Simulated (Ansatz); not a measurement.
**TaN: response to strain**

Aim: deform TaN (zz strain of -3 %) and compute stress, forces and field gradients with LAPW, PAW and all-electron datasets made for the crystal.

Program: Ansatz 0.2.0. Level of theory: DFT PBE, scalar-relativistic. These are calculated values, not measurements.

### Step 1. Starting point

Symmetry: Fm-3m, No. 225, cubic system. The conventional cell has a = 4.358 Å, b = 4.358 Å, c = 4.358 Å, α = 90.00°, β = 90.00°, γ = 90.00°. Around Ta (site symmetry m-3m) lie 6 N at 2.18 Å. N (site symmetry m-3m) has 6 Ta at 2.18 Å as nearest neighbours.

Structure file:

```
CELL_PARAMETERS angstrom
0.00000 2.17900 2.17900
2.17900 0.00000 2.17900
2.17900 2.17900 0.00000
ATOMIC_POSITIONS crystal
Ta 0.50000 0.50000 0.50000
N 0.00000 0.00000 0.00000
```

Atoms are numbered in the order of the input: Ta1, N2.

### Step 2. The deformed structure

Space group Fm-3m before, I4/mmm after.

### Step 3. LAPW, all electrons

The input, input.yaml:

```yaml
crystal:
  lattice:
    - [0.0, 2.179, 2.11363]
    - [2.179, 0.0, 2.11363]
    - [2.179, 2.179, 0.0]
  atoms:
    - { symbol: Ta, position: [0.5, 0.5, 0.5] }
    - { symbol: "N", position: [0.0, 0.0, 0.0] }
kpoints:
  mp_grid: { grid: [9, 9, 9] }
  band_path:
    path:
      - [0.0, 0.0, 0.0]
      - [0.0, 0.5, 0.5]
      - [0.25, 0.75, 0.5]
      - [0.0, 0.5, 0.0]
      - [0.0, 0.0, 0.0]
      - [0.5, 0.5, 0.0]
      - [0.3828515251, 0.6171484749, 0.0]
      - [-0.3828515251, 0.3828515251, 0.0]
      - [0.0, 0.0, 0.0]
    npoints: 5
scf:
  occupations: { method: fermi_dirac, width: 0.02 }
hamiltonian:
  xc: pbe
  pseudopotentials: { kind: all_electron, lapw: { basis_error: 0.0005 } }
output:
  forces: true
  stress: true
  eigenvalues: true
```

Run with:

```
> ansatz run input.yaml --threads 1 --pin off --max-ram 3072MiB --backend cpu --events-out ev --progress --plain --runs-dir out
```

### Step 4. PAW on the default files

The input, input.yaml:

```yaml
crystal:
  lattice:
    - [0.0, 2.179, 2.11363]
    - [2.179, 0.0, 2.11363]
    - [2.179, 2.179, 0.0]
  atoms:
    - { symbol: Ta, position: [0.5, 0.5, 0.5] }
    - { symbol: "N", position: [0.0, 0.0, 0.0] }
kpoints:
  mp_grid: { grid: [9, 9, 9] }
scf:
  occupations: { method: fermi_dirac, width: 0.02 }
hamiltonian:
  xc: pbe
  pseudopotentials: { kind: paw }
output:
  forces: true
  stress: true
  eigenvalues: true
  efg: { contact_densities: true }
```

### Step 5. Datasets made for this crystal

Changes to input.yaml since step 4:

```diff
@@ -14,3 +14,3 @@
   xc: pbe
-  pseudopotentials: { kind: paw }
+  pseudopotentials: { kind: all_electron, datasets: crystal }
 output:
```

(Steps that only read results are left out.)

Before running it: what results should come out? Wanted: pressure; largest shear or deviatoric stress.

**Answer**, as computed:

| quantity | value |
| --- | --- |
| pressure | LAPW 28.05, PAW 28.12, crystal datasets 28.05 GPa |
| largest shear or deviatoric stress (LAPW) | 17.20 GPa |

**Reading.** The largest part of the stress beyond the pressure is 17.20 GPa in size, in the zz component; the atoms are carried along and not relaxed. No run of the undeformed cell stands beside it, so the pressure holds what the given cell had before the change. PAW: stress within 0.21 GPa of LAPW. Crystal datasets: stress within 0.01 GPa of LAPW. Spin-orbit coupling is left out, though the cell holds Ta; in elements this heavy it can shift bands and gaps by tenths of an eV.
